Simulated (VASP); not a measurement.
The system is C.

```
C
1.0
     0.00000    1.78337    1.78337
     1.78337    0.00000    1.78337
     1.78337    1.78337    0.00000
C
2
Direct
  0.00000 0.00000 0.00000
  0.25000 0.25000 0.25000
```

This isn't the form of C at room conditions, which is graphite.

Program: VASP 6.6.1. Alike in all runs: task single point; no spin polarisation; cell as given; cutoff (eV) 520; smearing fermi-dirac 0.02 eV.

Problem. Order these runs on this cell by their pressure, lowest first.
A. level HSE06; potentials or basis VASP PAW PBE potentials, release 64 (C); k mesh 8 × 8 × 8; grid for exact exchange (PRECFOCK) Fast; screening parameter 0.2 1/A
B. level r2SCAN; potentials or basis VASP PAW PBE potentials, release 64 (C); k mesh 11 × 11 × 11
C. level PBE; potentials or basis VASP PAW PBE potentials, release 64 (C); k mesh 11 × 11 × 11
D. level PBEsol; potentials or basis VASP PAW PBE potentials, release 64 (C); k mesh 11 × 11 × 11
E. level LDA; potentials or basis VASP PAW LDA potentials, release 64 (C); k mesh 11 × 11 × 11

Solution. E (-11.6 GPa), A (-7.4 GPa), D (-3.8 GPa), B (-1.3 GPa), C (2.5 GPa).

Caveats: the PAW data sets were made with another functional, which shifts forces and pressure a little (some runs).
